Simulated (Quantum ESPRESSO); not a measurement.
## MgO under changes of volume

One of the cells (11.804 Å³/atom); the others are scaled copies at fixed shape and fractional positions:

```
Mg O
1.0
     3.30779    0.00000    0.00000
    -1.65389    2.86463    0.00000
     0.00000    0.00000    4.98288
Mg O
2 2
Direct
  0.66667 0.33333 0.50216
  0.33333 0.66667 0.00216
  0.66667 0.33333 0.90244
  0.33333 0.66667 0.40244
```

Measurements of this composition are mostly on another form, of space group No. 225.

| Property | Result |
| --- | --- |
| Program | Quantum ESPRESSO 7.5 |
| Functional | PBEsol |
| Potentials or basis | GBRV 1.5 PBEsol |
| Cutoff | 612 eV |
| Density cutoff | 4898 eV |
| k mesh | 9 × 9 × 6 |
| Occupations | fermi-dirac, width 0.05 eV |
| Spin | no spin polarisation |

| volume (Å³/atom) | energy over the lowest point (meV/atom) | pressure (GPa) | gap on the mesh (eV) |
| --- | --- | --- | --- |
| 11.096 | 19.82 | 8.8 | 3.71 |
| 11.332 | 8.94 | 5.7 | 3.59 |
| 11.568 | 2.47 | 2.8 | 3.48 |
| 11.804 | 0.00 | 0.2 | 3.37 |
| 12.040 | 1.14 | -2.1 | 3.26 |
| 12.276 | ? | ? | ? |
| 12.512 | 12.90 | -6.1 | 3.06 |

Question: What does the run at 12.276 Å³/atom give?

Answer: Energy over the lowest point 5.55 meV/atom; pressure -4.2 GPa; gap on the mesh 3.16 eV.

Worked out: A Birch-Murnaghan fit of order 3 (a polynomial in V^(-2/3)) to the other rows has its minimum at 11.84 Å³/atom with B0 = V·E''(V) = 121 GPa and B' = 4.0 at fixed shape and positions, which overstates the stiffness. It gives 5.54 meV/atom at 12.276 Å³/atom, against the run's 5.55, and -dE/dV = -4.0 GPa, against -4.2. A straight line through the other rows of the gap, of slope -5.41 eV per unit of ln V (its deformation potential), gives 3.16 eV, against the run's 3.16.

Energies are extrapolated to zero smearing.

Caveats: an odd mesh through Γ misses points on the zone boundary, where band edges often lie.
